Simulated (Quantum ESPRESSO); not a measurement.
Ce:

```
Ce
1.0
     0.00000    2.58060    2.58060
     2.58060    0.00000    2.58060
     2.58060    2.58060    0.00000
Ce
1
Direct
  0.00000 0.00000 0.00000
```

Base run:

* Program: Quantum ESPRESSO 7.5
* Functional: PBEsol
* Potentials or basis: SSSP 1.3 efficiency PBE
* Cutoff: 748 eV
* Density cutoff: 5987 eV
* k mesh: 9 × 9 × 9
* Occupations: fermi-dirac, width 0.05 eV
* Spin: collinear spin, ferromagnetic start
* Starting moments: [1.0] μB

Its results: band gap on the k mesh none (metal or under the smearing width); pressure -7.6 GPa; net moment 0.76 μB per cell; site moments Ce +0.67 μB.

**Question.** The run is repeated on the same cell with these changes: functional from PBEsol to LDA. What comes out?

**Answer.** Band gap on the k mesh none (metal or under the smearing width); pressure -9.5 GPa; net moment 0.45 μB per cell; site moments Ce +0.41 μB.

LDA binds more tightly than PBEsol, so the same cell stands under less pressure.

Caveats: the potentials were made for another functional, which shifts forces and pressure; the magnetic or orbital state may not be the lowest; spin-orbit coupling is left out, which moves the levels of the heavy elements.

Not every run made on this cell is shown here.
